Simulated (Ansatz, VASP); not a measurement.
Ge: VASP beside Ansatz

```
Ge
1.0
     4.05816    0.00000    0.00000
    -2.02908    3.51447    0.00000
     0.00000    0.00000    6.69253
Ge
4
Direct
  0.66667 0.33333 0.06279
  0.33333 0.66667 0.56279
  0.66667 0.33333 0.43721
  0.33333 0.66667 0.93721
```

This isn't the form of Ge at room conditions, which is diamond.

Alike in both runs: task relaxation of cell and atoms; functional PBE; k mesh 12 × 12 × 6; occupations gaussian, width 0.1 eV; no spin polarisation.

|  | VASP | Ansatz |
| --- | --- | --- |
| version | VASP 6.6.1 | Ansatz 0.2.0 |
| potentials or method | VASP PAW PBE potentials, release 64 (Ge_d) | scalar-relativistic, plane waves, PAW |
| plane-wave cutoff (eV) | 600 | 420 |
| valence electrons in the cell | 56 | 56 |

|  | VASP | Ansatz | Ansatz less VASP |
| --- | --- | --- | --- |
| gap on the k mesh at the Fermi level, each at its own relaxed structure (eV) | none | none | - |
| relaxed volume (Å³/atom) | 23.86 | 23.86 | 0.000 |
| relaxed cell length with the largest relative difference (Å) | 4.058 | 4.058 | 0.0000 |

A gap of «none» marks a metal or a gap that the smearing closes.

Caveats: the relaxation stopped at its first step, so nothing moved.
